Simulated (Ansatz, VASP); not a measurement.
# Two plane-wave programs on Al2O3

```xyz
10
Lattice="2.3803 1.3742 4.3319 -2.3803 1.3742 4.3319 0.0000 -2.7485 4.3319" Properties=species:S:1:pos:R:3 pbc="T T T"
Al    0.0000    0.0000    4.5765
Al    0.0000    0.0000    1.9213
Al    0.0000    0.0000    8.4191
Al    0.0000    0.0000   11.0743
O    -0.9203    1.3742    7.5808
O    -0.7300   -1.4841    7.5808
O     1.6503    0.1099    7.5808
O     0.9203   -1.3742    5.4148
O     0.7300    1.4841    5.4148
O    -1.6503   -0.1099    5.4148
```

Alike in both runs: task relaxation of the atoms; functional PBE; k mesh 6 × 6 × 6; occupations gaussian, width 0.02 eV; no spin polarisation.

|  | VASP | Ansatz |
| --- | --- | --- |
| version | VASP 6.6.1 | Ansatz 0.2.0 |
| potentials or method | VASP PAW PBE potentials, release 64 (Al, O) | scalar-relativistic, plane waves, PAW |
| plane-wave cutoff (eV) | 520 | 420 |
| valence electrons in the cell | 48 | 48 |

```csv
,VASP,Ansatz,Ansatz less VASP
"gap on the k mesh at the Fermi level, each at its own relaxed structure (eV)",6.22,6.22,0.000
```

Ansatz warned: «stress_scf_threshold_loose».

A k mesh can miss the band edges.
